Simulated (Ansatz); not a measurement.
# From LDA to G0W0: TiO2 (P3_121)

Wanted: the gap of TiO2 (P3_121) with a many-body correction, and the time that it takes.

Main program and level: Ansatz 0.2.0; LDA, then G0W0 on it, plane waves, PAW.

**1. The structure**

Symmetry: P3_121, No. 152, trigonal system. The conventional cell has a = 5.291 Å, b = 5.291 Å, c = 6.133 Å, α = 90.00°, β = 90.00°, γ = 120.00°. Nearest to Ti lie 4 O at 1.73 to 1.88 Å. Nearest to O lie 2 Ti at 1.73 to 1.88 Å. Farther neighbours and most contacts between anions are not listed.

The start is a cell from the Crystallography Open Database. This is not the form that TiO2 usually takes at ambient conditions. The default PAW set here is soft_2. Its files were made with PBE.

**2. Relaxing the structure**

The structure is relaxed first.

This step: DFT, LDA, plane waves, PAW.

The input, input.yaml:

```yaml
crystal:
  lattice:
    - [5.291, 0.0, 0.0]
    - [-2.6455, 4.5821404114, 0.0]
    - [0.0, 0.0, 6.133]
  atoms:
    - { symbol: Ti, position: [0.453, 0.0, 0.3333333333] }
    - { symbol: Ti, position: [0.0, 0.453, 0.6666666667] }
    - { symbol: Ti, position: [0.547, 0.547, 0.0] }
    - { symbol: O, position: [0.408, 0.303, 0.215] }
    - { symbol: O, position: [0.697, 0.105, 0.5483333333] }
    - { symbol: O, position: [0.895, 0.592, 0.8816666667] }
    - { symbol: O, position: [0.303, 0.408, 0.785] }
    - { symbol: O, position: [0.105, 0.697, 0.4516666667] }
    - { symbol: O, position: [0.592, 0.895, 0.1183333333] }
kpoints:
  mp_grid: { grid: [6, 6, 4] }
hamiltonian:
  xc: lda
scf:
  occupations: { method: fermi_dirac, width: 0.02 }
relax:
  f_tol: 0.02
  max_steps: 60
```

Run with:

```console
$ ansatz run input.yaml --threads 3 --pin off --max-ram 92160MiB --backend cuda --events-out ev --progress --plain --runs-dir out --devices 1 --max-vram 13GiB  # rebuilt from the run's record
```

Numbers of over 12 decimals in the logs are rounded to 6 here.

What it wrote:

```text
GPUs: using 1 of 1 available (devices: 1).
Engine: ansatz 0.2.0, x86_64-unknown-linux-gnu
Pseudopotentials: kind: paw
Pseudopotential: Ti, paw, valence charge 12, recommended cutoff 420 eV (normal), Ti.paw.azcp
Pseudopotential: O, paw, valence charge 6, recommended cutoff 420 eV (normal), O.paw.azcp
Functional definition: SPW92
  exchange = slater_x
  correlation = pw_c
device memory: the entry about to start is reckoned to put 2.0 GiB on a device that reports 62.8 GiB free (of which the cap on the GPU budget leaves the run 13.0 GiB)
GPU FFT provider: cuFFT
GPU libraries: cuBLAS 13.8.2, cuFFT 12.4.0, cuSOLVER 12.3.4
Crystal: 9 atoms, lattice volume = 148.689 Å³
Basis set: ecut = 420 eV, 2943 PW (Γ)
Bands: 45, of which v1, the nominal top of the filled ones, is band 36 counted from 1 (35 counted from 0)
Symmetry: 6 space group operations
Space group: P3121 (ITA 152), of the structure as read, at distance tolerance 5.3e-5 Å
k-points: 24 of 144 (time reversal used)
Non-local potential: Ti, projectors of the file, l = 0: 3, l = 1: 2, l = 2: 3, l = 3: 1
Non-local potential: O, projectors of the file, l = 0: 2, l = 1: 2, l = 2: 1
PAW form: soft (Blöchl's): semilocal exchange-correlation on the pseudo side does not see the compensation charge
PAW frozen core: Ti, regenerated for the run's functional, and the local potential with it (the file was generated under x = pbe(κ = 0.804, μ = 0.219515), c = pbe(β = 0.066725))
PAW frozen core: O, regenerated for the run's functional, and the local potential with it (the file was generated under x = pbe(κ = 0.804, μ = 0.219515), c = pbe(β = 0.066725))
PAW one-centre angular grid: Ti, 590 points (default); XC on 64 Gauss nodes
PAW one-centre angular grid: O, 110 points (default); XC on 64 Gauss nodes
Initial density: superposition of atomic densities (neutral atoms: chi_scale 0, normalization atom), corrected by the library's trained network
Initial wavefunctions: pseudopotential atomic-orbital guess
GPU buffer pool allocated for 58320 grid points (all kernels)
GPU transforms: local potential and band sums: pruned to the plane-wave sphere, on 36×36×45
Functional: x = slater, c = lda
SCF iter   1: F=—  HF=-10693.398883 eV  |F-HF|=—  |Δ(HF+E_count)|=         —  Δρ=1.56e-2  dr2=3.50e-1  ethr=1.77e-3  ⟨swp⟩=6.0  Hψ=4391  notcnv=0
preconditioner: auto → Resta (q_TF=auto, 2.418 Å⁻¹)  ε∞=5.5  [insulator: Δε(μ)=3.520 eV  Ē_g=9.928 eV  σ=0.020 eV  W_gap=1.00  n_scr=28 (ndim 8)  ℏωp=21.1 eV  f_vac=0.244  D(μ)=0.00/eV (n_scr^D=0)  ε∞_Penn≈5.5]
SCF iter   2: F=—  HF=-10693.346964 eV  |F-HF|=—  |Δ(HF+E_count)|=   5.19e-2  Δρ=9.58e-3  dr2=1.04e-1  ethr=4.86e-4  ⟨swp⟩=2.4  Hψ=1966  notcnv=0  defer=72
SCF iter   3: F=—  HF=-10693.326894 eV  |F-HF|=—  |Δ(HF+E_count)|=   2.01e-2  Δρ=2.70e-3  dr2=7.82e-3  ethr=1.44e-4  ⟨swp⟩=2.2  Hψ=1588  notcnv=0  defer=72
SCF iter   4: F=—  HF=-10693.324870 eV  |F-HF|=—  |Δ(HF+E_count)|=   2.02e-3  Δρ=5.79e-4  dr2=5.25e-4  ethr=1.09e-5  ⟨swp⟩=2.9  Hψ=2030  notcnv=0  defer=72
SCF iter   5: F=—  HF=-10693.324814 eV  |F-HF|=—  |Δ(HF+E_count)|=   5.56e-5  Δρ=1.30e-4  dr2=3.00e-5  ethr=7.29e-7  ⟨swp⟩=2.0  Hψ=1352  notcnv=0  defer=72
SCF iter   6: F=-10693.324821 eV  HF=-10693.324825 eV  |F-HF|=3.69e-6  |Δ(HF+E_count)|=   1.03e-5  Δρ=6.10e-5  dr2=5.57e-6  ethr=1.39e-8  ⟨swp⟩=4.0  Hψ=3331  notcnv=0
SCF 1 converged in 6 iterations: F = -10693.324821 eV  dr2 = 5.57e-6
  greatest PAW one-centre occupation: 0.999 electrons in one spin orbital (limit 2), on the Ti atom at site 1 (counted from 0), in its partial waves of l = 0
relax step   1: F+E_penalty+E_count = -10693.32482101 eV  Δ(F+E_penalty+E_count) = +0.000e0 eV  max|allowed force component| = 1.991e0 eV/Å  Δτ_max = 0.0000 Å  (6 SCF iters, dr2 threshold 1.00e-5 eV, accepted)
[...]
relax step   2: F+E_penalty+E_count = -10693.55942957 eV  Δ(F+E_penalty+E_count) = -2.346e-1 eV  max|allowed force component| = 1.459e0 eV/Å  Δτ_max = 0.0345 Å  (5 SCF iters, dr2 threshold 1.00e-4 eV, accepted)
[...]
relax step   3: F+E_penalty+E_count = -10693.79656293 eV  Δ(F+E_penalty+E_count) = -2.371e-1 eV  max|allowed force component| = 6.477e-2 eV/Å  Δτ_max = 0.0682 Å  (6 SCF iters, dr2 threshold 1.00e-4 eV, accepted)
[...]
relax step   4: F+E_penalty+E_count = -10693.79242176 eV  Δ(F+E_penalty+E_count) = +4.141e-3 eV  max|allowed force component| = 1.227e-1 eV/Å  Δτ_max = 0.0309 Å  (7 SCF iters, rejected (line search))
[...]
relax step   5: F+E_penalty+E_count = -10693.80033706 eV  Δ(F+E_penalty+E_count) = -3.774e-3 eV  max|allowed force component| = 2.870e-3 eV/Å  Δτ_max = 0.0123 Å  (7 SCF iters, accepted)
SCF converged after 7 iterations
Free energy (F): -10693.800337 eV
Harris-Foulkes:  -10693.800337 eV  (|F-HF|=2.47e-9)
Internal energy: -10693.800337 eV  (E = F + TS)
E sigma→0 (E₀):  -10693.800337 eV
Fermi energy:    3.760278 eV
--- Per-component energies (eV) ---
  E_band       = -995.044178
  E_kinetic    = 1864.518749
  E_local      = -7276.155702  (includes V_loc(G=0)·N_el)
  E_nonlocal   = 322.739386
  E_hartree    = 2872.462193
  E_xc         = -723.188772
  E_vxc        = -921.959277  (∫ρ·V_xc dr)
  E_paw        = -3875.644444  (= ΣΔE_a)
  E_vpaw       = -729.123503  (= ΣTr[D̂ρ^β])
  E_aug_tail   = 0.015194  (compensation charges beyond the density's cutoff)
  E_ewald      = -3880.106322
  E_core_change = 1.559380  (= ΣΔE_core)
  E_smearing   = -0.000000  (= −TS)
  E_closure    = -0.000000  (closes the sum)
  Σ components = -10693.800337   (vs F -10693.800337, Δ=0.00e0)
--- Forces (eV/Å), atoms counted from 1 ---
  atom   1  Ti    -0.00286977     0.00000000     0.00000000
  atom   2  Ti     0.00143489    -0.00248530     0.00000000
  atom   3  Ti     0.00143489     0.00248530    -0.00000000
  atom   4  O     -0.00189881     0.00049757     0.00212242
  atom   5  O      0.00051849    -0.00189320     0.00212242
  atom   6  O      0.00138031     0.00139563     0.00212242
  atom   7  O      0.00138031    -0.00139563    -0.00212242
  atom   8  O     -0.00189881    -0.00049757    -0.00212242
  atom   9  O      0.00051849     0.00189320    -0.00212242
  max |Σ_I F_I| component: 4.84e-17 eV/Å
--- Relaxed structure (5 steps of the walk, 4 accepted, 0 SCFs on fresh bases) ---
  F+E_penalty+E_count = -10693.80033706 eV   max|allowed force component| = 2.870e-3 eV/Å
  atoms:
    - { symbol: Ti, position: [0.458437, 0, 0.333333] }
    - { symbol: Ti, position: [5.551115123125783e-17, 0.458437, 0.666667] }
    - { symbol: Ti, position: [0.541563, 0.541563, -7.4064697986814e-19] }
    - { symbol: O, position: [0.411921, 0.287830, 0.223762] }
    - { symbol: O, position: [0.712170, 0.124091, 0.557095] }
    - { symbol: O, position: [0.875909, 0.588079, 0.890428] }
    - { symbol: O, position: [0.287830, 0.411921, 0.776238] }
    - { symbol: O, position: [0.124091, 0.712170, 0.442905] }
    - { symbol: O, position: [0.588079, 0.875909, 0.109572] }
```

Run time: 6.9 s. Hardware: 1 × NVIDIA H100 80GB HBM3 (shared by 6 runs) with 3 threads of AMD EPYC 7R13 (Zen 3), shared host; peak memory 0.96 GiB; 5.1 s of CPU time.

Step by step:

| step | energy less that of the first step (eV) | largest force component (eV/Å) |
| --- | --- | --- |
| 1 | 0.0000 | 1.9910 |
| 2 | -0.2346 | 1.4591 |
| 3 | -0.4717 | 0.0648 |
| 4 | -0.4676 | 0.1227 |
| 5 | -0.4755 | 0.0029 |

Relaxation step 4 was tried and not accepted.

Forces are held to the 6 operations that the run works with; a distortion that breaks them can't arise in this run.

The atoms that moved most (Å):

```csv
atom,dx,dy,dz,length
O5,0.030,0.087,0.054,0.107
O8,0.061,0.070,-0.054,0.107
O7,-0.091,0.018,-0.054,0.107
O4,0.061,-0.070,0.054,0.107
O9,0.030,-0.087,-0.054,0.107
O6,-0.091,-0.018,0.054,0.107
Ti2,-0.014,0.025,0.000,0.029
Ti3,-0.014,-0.025,0.000,0.029
```

**3. The LDA band structure**

Levels along a band path and on the mesh show where this functional puts the band edges.

The input, input.yaml:

```yaml
crystal:
  lattice:
    - [5.291, 0.0, 0.0]
    - [-2.6455, 4.5821404114, 0.0]
    - [0.0, 0.0, 6.133]
  atoms:
    - { symbol: Ti, position: [0.4584369692, 0.0, 0.3333333333] }
    - { symbol: Ti, position: [0.0, 0.4584369692, 0.6666666667] }
    - { symbol: Ti, position: [0.5415630308, 0.5415630308, 0.0] }
    - { symbol: O, position: [0.4119210658, 0.2878300503, 0.2237616203] }
    - { symbol: O, position: [0.7121699497, 0.1240910155, 0.5570949537] }
    - { symbol: O, position: [0.8759089845, 0.5880789342, 0.890428287] }
    - { symbol: O, position: [0.2878300503, 0.4119210658, 0.7762383797] }
    - { symbol: O, position: [0.1240910155, 0.7121699497, 0.4429050463] }
    - { symbol: O, position: [0.5880789342, 0.8759089845, 0.109571713] }
kpoints:
  mp_grid: { grid: [6, 6, 4] }
  band_path:
    path:
      - [[0.0, 0.0, 0.0], [0.5, 0.0, 0.0], [0.33333333, 0.33333333, 0.0], [0.0, 0.0, 0.0], [0.0, 0.0, 0.5], [0.5, 0.0, 0.5], [0.33333333, 0.33333333, 0.5], [0.0, 0.0, 0.5]]
      - [[0.5, 0.0, 0.5], [0.5, 0.0, 0.0]]
      - [[0.33333333, 0.33333333, 0.5], [0.33333333, 0.33333333, 0.0]]
    npoints: 10
hamiltonian:
  xc: lda
scf:
  occupations: { method: fermi_dirac, width: 0.02 }
  n_extra_bands: 7
output:
  eigenvalues: true
  forces: true
  stress: true
  write_density: true
  write_potential: true
  elf: true
  volumetric_format: npy
```

What it wrote:

```text
[...]
GPUs: using 1 of 1 available (devices: 1).
[...]
GPU FFT provider: cuFFT
GPU libraries: cuBLAS 13.8.2, cuFFT 12.4.0, cuSOLVER 12.3.4
Crystal: 9 atoms, lattice volume = 148.689 Å³
Basis set: ecut = 420 eV, 2943 PW (Γ)
Bands: 43, of which v1, the nominal top of the filled ones, is band 36 counted from 1 (35 counted from 0)
Symmetry: 6 space group operations
[...]
k-points: 24 of 144 (time reversal used)
[...]
GPU buffer pool allocated for 58320 grid points (all kernels)
[...]
SCF iter   1: F=—  HF=-10693.871278 eV  |F-HF|=—  |Δ(HF+E_count)|=         —  Δρ=1.52e-2  dr2=3.31e-1  ethr=1.77e-3  ⟨swp⟩=6.0  Hψ=4276  notcnv=0
[...]
SCF iter   8: F=-10693.800337 eV  HF=-10693.800337 eV  |F-HF|=1.94e-9  |Δ(HF+E_count)|=   4.74e-8  Δρ=2.53e-6  dr2=1.35e-8  ethr=1.39e-10  ⟨swp⟩=16.8  Hψ=10436  notcnv=0
SCF 1 converged in 8 iterations: F = -10693.800337 eV  dr2 = 1.35e-8
[...]
NSCF: frozen V_eff on 93 k-points
SCF converged after 8 iterations
Free energy (F): -10693.800337 eV
[...]
Internal energy: -10693.800337 eV  (E = F + TS)
E sigma→0 (E₀):  -10693.800337 eV
Fermi energy:    3.760334 eV
[...]
--- Forces (eV/Å), atoms counted from 1 ---
  atom   1  Ti    -0.00286162     0.00000000     0.00000000
  atom   2  Ti     0.00143081    -0.00247823     0.00000000
  atom   3  Ti     0.00143081     0.00247823    -0.00000000
  atom   4  O     -0.00192527     0.00048365     0.00212936
  atom   5  O      0.00054378    -0.00190916     0.00212936
  atom   6  O      0.00138149     0.00142551     0.00212936
  atom   7  O      0.00138149    -0.00142551    -0.00212936
  atom   8  O     -0.00192527    -0.00048365    -0.00212936
  atom   9  O      0.00054378     0.00190916    -0.00212936
  max |Σ_I F_I| component: 8.11e-17 eV/Å
--- Stress (GPa, compression-positive) ---
        0.866447       0.000000      -0.000000
        0.000000       0.866447       0.000000
       -0.000000       0.000000      -1.417323
  P = ⅓ Tr σ = 0.1052 GPa (1.052 kbar)
--- Band table (eV; the first three rows and the last of 24) ---
  k-point 0: bands = [... 32 lower, 1.0139, 1.5731, 1.6286, 1.6286, 5.7633, 6.2332, 6.2332, 6.5773, ... 3 higher]
  k-point 1: bands = [... 32 lower, 1.3135, 1.6735, 1.7171, 1.7805, 5.7880, 5.9250, 6.2158, 6.4338, ... 3 higher]
  k-point 2: bands = [... 32 lower, 1.2818, 1.8453, 1.8453, 1.8507, 5.5726, 6.0985, 6.0985, 6.3082, ... 3 higher]
  k-point 23: bands = [... 32 lower, 1.1484, 1.4119, 1.4119, 1.6459, 6.4895, 6.4895, 6.5121, 6.8523, ... 3 higher]
```

Wall time 10 s (1 × NVIDIA H100 80GB HBM3 (shared by 6 runs) with 3 threads); peak memory 0.95 GiB; 14 s of CPU time.

In the SCF lines HF is the Harris–Foulkes energy and dr2 the Hartree energy of the density residual, in eV; the loop may stop once dr2 is under the threshold and the program's other checks hold. Hψ counts applications of the Hamiltonian.

This step gave:

* pressure: 0.1052 GPa
* filled bands: 36
* gap: 3.654 eV
* valence top at: M
* conduction bottom at: A
* least direct gap: 3.722 eV

Over mesh and path the gap is 3.654 eV, from k = (0.500, 0.000, 0.000) to k = (0.000, 0.000, 0.500). The least direct gap found is 3.722 eV, at k = (0.000, 0.000, 0.500).

The electronic bands at the labelled points (eV, zero at the top of the highest nominally filled band):

| point | band 33 | band 34 | band 35 | band 36 | band 37 | band 38 | band 39 | band 40 |
| --- | --- | --- | --- | --- | --- | --- | --- | --- |
| Γ | -0.90 | -0.35 | -0.29 | -0.29 | 3.84 | 4.31 | 4.31 | 4.66 |
| halfway | -0.64 | -0.54 | -0.40 | -0.17 | 3.95 | 4.13 | 4.30 | 4.62 |
| M | -0.78 | -0.74 | -0.25 | 0.00 | 3.95 | 3.96 | 4.30 | 4.90 |
| halfway | -0.83 | -0.51 | -0.23 | -0.06 | 3.86 | 4.09 | 4.35 | 4.97 |
| K | -0.86 | -0.32 | -0.32 | -0.09 | 3.79 | 4.30 | 4.30 | 5.17 |
| halfway | -0.73 | -0.48 | -0.29 | -0.23 | 4.02 | 4.08 | 4.22 | 4.70 |
| Γ | -0.90 | -0.35 | -0.29 | -0.29 | 3.84 | 4.31 | 4.31 | 4.66 |
| halfway | -0.61 | -0.25 | -0.20 | -0.14 | 3.87 | 4.01 | 4.30 | 4.52 |
| A | -0.64 | -0.07 | -0.07 | -0.07 | 3.65 | 4.18 | 4.18 | 4.39 |
| halfway | -0.63 | -0.27 | -0.22 | -0.14 | 3.88 | 4.29 | 4.43 | 4.66 |
| L | -0.70 | -0.45 | -0.28 | -0.23 | 4.29 | 4.45 | 4.51 | 4.91 |
| halfway | -0.66 | -0.56 | -0.31 | -0.28 | 4.42 | 4.48 | 4.55 | 4.89 |
| H | -0.77 | -0.51 | -0.51 | -0.27 | 4.57 | 4.57 | 4.59 | 4.93 |
| halfway | -0.63 | -0.28 | -0.27 | -0.18 | 3.96 | 4.39 | 4.42 | 4.72 |
| A | -0.64 | -0.07 | -0.07 | -0.07 | 3.65 | 4.18 | 4.18 | 4.39 |
| jump to L | -0.70 | -0.45 | -0.28 | -0.23 | 4.29 | 4.45 | 4.51 | 4.91 |
| halfway | -0.82 | -0.49 | -0.30 | -0.10 | 4.09 | 4.19 | 4.41 | 4.81 |
| M | -0.78 | -0.74 | -0.25 | 0.00 | 3.95 | 3.96 | 4.30 | 4.90 |
| jump to H | -0.77 | -0.51 | -0.51 | -0.27 | 4.57 | 4.57 | 4.59 | 4.93 |
| halfway | -0.74 | -0.35 | -0.33 | -0.29 | 4.02 | 4.45 | 4.49 | 4.96 |
| K | -0.86 | -0.32 | -0.32 | -0.09 | 3.79 | 4.30 | 4.30 | 5.17 |

ELF in the ac plane at fractional y = 0.000, with atoms of Ti within 0.2 Å of it. It is the smooth field of the valence electrons, not physical close to the nuclei.

Ten even steps from '0' (0.00) to '9' (0.84), each cell a mean:
```
000000024665200
000000001111000
000000000000000
000000000110000
000000014554200
000000147998510
000000159999730
001110048999730
001211224898620
001114764355310
000017426311000
000017326301000
001115764245300
001111224798620
001110038999730
000000159999730
000000147998520
```
Columns run along a (5.3 Å), rows up along c (6.1 Å). Atoms in or near the plane, at fractional coordinates: Ti at (0.46, 0.33).

Valence density in the ac plane at fractional y = 0.000, with atoms of Ti within 0.2 Å of it. It is the smooth field of the valence electrons, not physical close to the nuclei.

Ten steps, logarithmic in the rise over the least value, from '0' (0.01 × 1e0 e/Å³) to '9' (9.03 × 1e0 e/Å³), each cell a mean:
```
000000001221000
000000000000000
000000000000000
000000000000000
000000001111000
000000012332100
000000124554200
000011135664210
000112444553200
000125786432100
000137998521000
000137998521000
000126887432100
000113455553200
000011235664210
000000124664200
000000013443100
```
Columns run along a (5.3 Å), rows up along c (6.1 Å). Atoms in or near the plane, at fractional coordinates: Ti at (0.46, 0.33).

(Part 1 of 2 ends here.)

[Paths, hosts, dates, memory and timing lines, banners, echoed tables and standing remarks are left out of the program output.]

[Logs are printed without paths, hosts, clocks, repeated set-up lines and the standing remarks that a program may print on its own settings, such as how far it seeks lower states.]

[Runs of the session that timed out or met a known fault of the program may be left out.]

[Cells called generated may have been cut or substituted from an entry of the Crystallography Open Database or the Materials Project.]

[Hosts, paths, dates, database ids (printed as entryN), source tags and the programs' standing remarks are cut or masked in the printed files.]

[Where an RPA ε∞ is given, it is that of the G0W0 mesh and is not shown converged in it. Names of k-points follow the symmetry that the program found, which can be lower than the space group named. Band edges on a path are those of the sampled points; other points can move an edge, and change direct to indirect where valleys lie close.]

[Hybrid gaps are those of their k-mesh and are not shown converged in it.]
